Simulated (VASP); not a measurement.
KF (Carobbiite): relaxation of the atoms with r2SCAN

The system is KF (Carobbiite).

```xyz
2
Lattice="0.0000 2.6213 2.6213 2.6213 0.0000 2.6213 2.6213 2.6213 0.0000" Properties=species:S:1:pos:R:3 pbc="T T T"
K     0.0000    0.0000    0.0000
F     2.6213    2.6213    2.6213
```

The cell isn't the ideal one: a relaxed cell with its volume scaled by 0.96.

```json
{
  "Program": "VASP 6.6.1",
  "Task": "relaxation of the atoms",
  "Functional": "r2SCAN",
  "Potentials or basis": "VASP PAW PBE potentials, release 64 (K_sv, F)",
  "Cutoff": "600 eV",
  "k mesh": "10 × 10 × 10",
  "Occupations": "gaussian, width 0.03 eV",
  "Spin": "no spin polarisation",
  "Further INCAR settings": "ALGO = Normal; EDIFF = 1e-07; IBRION = 2; EDIFFG = -0.01; NSW = 40"
}
```

```
Pressure after relaxing : 1.7 GPa
Band gap on the k mesh  : 7.15 eV, direct
```

Final structure:
```cif
data_structure
_symmetry_space_group_name_H-M 'P 1'
_symmetry_Int_Tables_number 1
_cell_length_a 3.7071
_cell_length_b 3.7071
_cell_length_c 3.7071
_cell_angle_alpha 60.000
_cell_angle_beta 60.000
_cell_angle_gamma 60.000
_cell_volume 36.02
loop_
_atom_site_label
_atom_site_type_symbol
_atom_site_fract_x
_atom_site_fract_y
_atom_site_fract_z
_atom_site_occupancy
K1 K 0.00000 0.00000 0.00000 1
F1 F 0.50000 0.50000 0.50000 1
```

Levels at points of the mesh, in eV from the valence-band top:
| k point | band 4 | band 5 | band 6 | band 7 | band 8 | band 9 | band 10 | band 11 | band 12 |
| --- | --- | --- | --- | --- | --- | --- | --- | --- | --- |
| (0.00, 0.00, 0.00) | -9.40 | -9.40 | 0.00 | 0.00 | 0.00 | 7.15 | 11.61 | 11.61 | 11.61 |
| (0.50, 0.00, 0.00) | -9.44 | -9.44 | -0.83 | -0.39 | -0.39 | 9.92 | 11.69 | 13.20 | 13.20 |
| (0.50, 0.50, 0.00) | -9.65 | -9.65 | -0.17 | -0.04 | -0.04 | 8.81 | 11.55 | 12.91 | 14.94 |

Run time: 80 s on 1 thread of Intel(R) Xeon(R) 6975P-C (Granite Rapids), on a shared host, peak memory 0.18 GiB.

Caveat: the relaxation stopped at its first step, so nothing moved; the PAW data sets were made with another functional, which shifts forces and pressure a little. A k mesh can miss the band edges.
